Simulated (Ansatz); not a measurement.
**CdS (F-43m): surface slab from a Python script**

The task is a surface slab, for CdS (F-43m).

Computed with Ansatz 0.2.0, driven from Python. Level of theory: DFT PBE, plane waves, PAW.

## Step 1: Starting point

The structure is cubic, space group F-43m (No. 216). The conventional cell has a = 5.833 Å, b = 5.833 Å, c = 5.833 Å, α = 90.00°, β = 90.00°, γ = 90.00°. Cd (site symmetry -43m) is surrounded by 4 S at 2.53 Å. S (site symmetry -43m) is surrounded by 4 Cd at 2.53 Å.

The script holds or builds the structure itself.

## Step 2: The script

run_slab.py

```python
'''Cutting and solving a surface of CdS.'''

import ansatz as az
from ase import Atoms
from ase.build import surface
from ase.constraints import FixAtoms
import numpy as np


def main() -> None:
    atoms = Atoms(
        ['Cd', 'S'],
        scaled_positions=[
            [0.0, 0.0, 0.0],
            [0.25, 0.25, 0.25],
        ],
        cell=[
            [0.0, 2.9165, 2.9165],
            [2.9165, 0.0, 2.9165],
            [2.9165, 2.9165, 0.0],
        ],
        pbc=True,
    )
    # Miller indices count the vectors of the cell as typed
    slab = surface(atoms, (1, 0, 0), 2, vacuum=7.0)
    slab.pbc = (True, True, False)

    print(slab.get_chemical_formula(), 'area {:.3f} A^2, cell height {:.2f} A'.format(np.linalg.norm(np.cross(slab.cell[0], slab.cell[1])), slab.cell[2, 2]))
    # hold the lower half
    slab.set_constraint(FixAtoms(mask=slab.positions[:, 2] < slab.positions[:, 2].mean()))


    def prepared(structure):
        return (
            az.Crystal.from_ase(structure).calculation()
            .scf(tolerance=1e-08)
            .functional('pbe')
            .basis(17 * az.Ha)
            .occupations(az.OccupationsMethod.FERMI_DIRAC, width=0.1)
        )


    calculation = prepared(slab).kpoints(4, 4, 1).relax(force_tolerance=0.03, max_steps=30)
    done = calculation.run(threads=1, pin='off')
    r = done.report

    print(f'slab free energy {r["free_energy_ev"]:.4f} eV, Fermi level {r["fermi_energy_ev"]:.3f} eV')
    print('vacuum reading:', {k: round(v, 3) for k, v in r.get('vacuum', {}).items() if isinstance(v, float)})

    print('atom   z before  z after (A)')
    for atom, site in zip(slab, done.lattice.sites):
        print(f'{atom.symbol:3s} {atom.z:9.3f} {site.position_ang[2]:9.3f}')


if __name__ == '__main__':
    main()
```

## Step 3: The input behind the calls

The engine receives this input:

```yaml
crystal:
  lattice:
    - [4.124553854661132, 0.0, 0.0]
    - [2.062276927330566, 3.57196841741357, 0.0]
    - [0.0, 0.0, 18.20960515022886]
  periodic: [true, true, false]
  atoms:
    - { symbol: Cd, position: [0.0, 0.0, 0.3844125087968766] }
    - { symbol: S, position: [0.33333333333333337, 0.3333333333333333, 0.43064750527812595] }
    - { symbol: Cd, position: [0.33333333333333337, 0.3333333333333333, 0.5693524947218741] }
    - { symbol: S, position: [0.6666666666666666, 0.6666666666666667, 0.6155874912031235] }
basis:
  ecutwfc: 462.593566181796
kpoints:
  mp_grid:
    grid: [4, 4, 1]
hamiltonian:
  xc: pbe
scf:
  convergence:
    dr2_threshold: 1.0e-08
  occupations:
    method: fermi_dirac
    width: 0.1
relax:
  f_tol: 0.03
  max_steps: 30
  constraints:
    - { sites: [0, 1], fix: xyz }
```

## Step 4: Launch

The run is started by

```bash
$ python run_slab.py
```

**Question.** What results will this script give? Wanted: free energy; moves of the relaxation; energy gained; last largest force component.

As calculated:

| quantity | value |
| --- | --- |
| free energy | -18314.3895 eV (-4578.5974 eV/atom) |
| moves of the relaxation | 3 |
| energy gained | 45.0 meV/atom |
| last largest force component | 0.0238 eV/Å |

The relaxation took 3 moves; the largest shift is 0.417 Å, of atom 3 (Cd). Notes:
- The relaxation stopped at 0.024 eV/Å, so the energy gained is a lower bound and displacements are uncertain.
- An absolute Fermi energy rests on an arbitrary zero of the periodic potential and has no direct meaning.
- The gap on the mesh is very small: a semilocal functional closes or nearly closes the gap of many narrow semiconductors.
- In a crystal with a gap the Fermi level's place inside it depends on smearing and mesh.
- The slab is thin and cut from the structure as given; a cut can leave two unlike or polar faces, and the surface energy is then their mean. Miller indices refer to the vectors of the cell as typed, and the lattice isn't relaxed for this functional, so relaxation and surface energy can hold strain.
